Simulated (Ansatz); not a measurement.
A 2-atom cell of NaH started from a crystallographic database with hydrogen sites as listed, relaxed with r2SCAN: 5 runs in Ansatz 0.2.0, each a construction of maximally localised Wannier functions. Space group Fm-3m (No. 225), cubic; conventional cell a = 4.795 Å, 13.78 Å³ an atom. Around Na lie 6 H at 2.40 Å; around H lie 6 Na at 2.40 Å. The values are computed, spin-unpolarised, and not measurements.

```
CELL_PARAMETERS angstrom
0.00000 2.39751 2.39751
2.39751 0.00000 2.39751
2.39751 2.39751 0.00000
ATOMIC_POSITIONS crystal
Na 0.00000 0.00000 0.00000
H 0.50000 0.50000 0.50000
```

Windows count from the top of the filled bands; a dash means that no such window was set (without an outer window there is no disentanglement).

```tsv
functional	SCF mesh	trial orbitals	functions	mesh	window (eV)	frozen (eV)	Ω total (Å²)	Ω invariant (Å²)	largest spread (Å²)	least projectability	interpolation miss of the model's filled bands (eV, to the nearest computed level)
PBE	8×8×8	H s	1	6×6×6	–	–	1.44	1.44	1.44	0.95	0.014
PBE	8×8×8	H s	1	4×4×4	–	–	1.33	1.33	1.33	0.95	0.070
PBE	8×8×8	H s	1	8×8×8	–	–	1.49	1.49	1.49	0.95	0.003
r2SCAN	8×8×8	H s	1	6×6×6	–	–	1.37	1.37	1.37	0.96	0.011
HSE06	6×6×6	H s	1	6×6×6	–	–	1.38	1.38	1.38	0.96	–
```

For H s with PBE the spread goes 1.33 Å² (4×4×4), 1.44 Å² (6×6×6), 1.49 Å² (8×8×8): finite differences on a coarse mesh understate it.
